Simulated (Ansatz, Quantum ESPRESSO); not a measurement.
# ZnO [001], wurtzite: pulling along c

The c axis is held at a set length while the cell relaxes sideways. How do the lateral strain and the stress follow? The strained cell has c along the load; unstrained it is a = 3.2308 Å, b = 3.2308 Å, c = 5.2153 Å, α = 90.00°, β = 90.00°, γ = 120.00°, with 4 atoms.

Calculated with Ansatz 0.2.0, PBEsol, PAW files of the set soft_1, cutoff 600 eV, Fermi–Dirac smearing 0.02 eV, k-mesh 10×10×5, no spin polarisation, no spin-orbit coupling.

Relaxed positions at 0 %:

```
atom       x       y       z
  Zn  0.3333  0.6667  0.9995
  Zn  0.6667  0.3333  0.4995
   O  0.6667  0.3333  0.1206
   O  0.3333  0.6667  0.6206
```

| ε_c (%) | a (Å) | c (Å) | ε_a (%) | σ (GPa, tension positive) |
| --- | --- | --- | --- | --- |
| −3 | 3.2640 | 5.0589 | 1.027 | −3.81 |
| −2 | 3.2530 | 5.1110 | 0.686 | −2.64 |
| −1 | 3.2418 | 5.1632 | 0.338 | −1.37 |
| 0 | 3.2308 | 5.2153 | 0.000 | 0.00 |
| 2 | 3.2093 | 5.3196 | −0.665 | 3.02 |
| 3 | 3.1989 | 5.3718 | −0.988 | 4.65 |

**Question.** Fit both responses and give the free strain and the stress at +1 %, a row left out above.

Least squares with y = y0 + y1 ε + y2 ε² (ε in %) gives ε_a = 0.001 + (−0.3364) ε + (0.0022) ε² and σ = 0.00 + (1.412) ε + (0.047) ε² GPa. The linear terms put the ratio of free to applied strain at −0.336 and the Young modulus at 141 GPa.

At +1 % the free strain comes out as −0.334 %. The run itself gives −0.333 %, so the estimate misses by 0.001 %; the fitted rows themselves lie up to 0.004 % off the law.

The stress comes out as 1.46 GPa. The run itself gives 1.47 GPa, so the estimate misses by 0.01 GPa, a rounding's worth.

The positive ε² term means that the crystal stiffens in tension.

The same fit over all rows at other levels or in other programs gives the strain ratio = −0.338 with PBEsol (Quantum ESPRESSO, GBRV).

[Logs are printed without paths, hosts, clocks, repeated set-up lines and the standing remarks that a program may print on its own settings, such as how far it seeks lower states.]
